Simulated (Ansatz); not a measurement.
## C: rattling a relaxed structure

The cell was found from a structure generator's guess, not taken from experiment.

All numbers below come from Ansatz 0.2.0, DFT PBE, scalar-relativistic, plane waves, PAW. Plane waves to 420 eV, a k mesh through Γ of 6×8×6 on the computed 12-atom cell and Gaussian smearing (0.02 eV); no spin polarisation.

The cell below (12 atoms, space group Pmna (No. 53)) is relaxed within its symmetry.

```
C
1.0
     5.02555    0.00000    0.00000
     0.00000    3.94539    0.00000
     0.00000    0.00000    4.73895
C
12
Cartesian
  1.8544 0.0000 0.0000
  0.6584 0.0000 2.3695
  3.1712 0.0000 0.0000
  4.3672 0.0000 2.3695
  3.3513 2.5251 0.5544
  4.1870 1.4203 2.9239
  4.1870 2.5251 1.8151
  3.3513 1.4203 4.1846
  1.6743 1.4203 4.1846
  0.8385 2.5251 1.8151
  0.8385 1.4203 2.9239
  1.6743 2.5251 0.5544
```

For the test it was strained at random (σ = 1.5 % a component), the atoms were moved at random (σ = 0.05 Å), and all was relaxed again on a coarse 4×4×4 mesh (in the run’s order of axes) with 0.10 eV smearing, with no symmetry imposed.

Question: What happens?

Answer: It returns, within 1 meV/atom of the unmoved cell on that mesh and with the same symmetry when read at 0.1 Å. No instability shows in this cell; modes of other wave vectors, which need another repeat, aren't tested. Another cell of C relaxed alike, in Fd-3m, lies 0.87 eV/atom lower, so this cell isn't the stable form at this level.
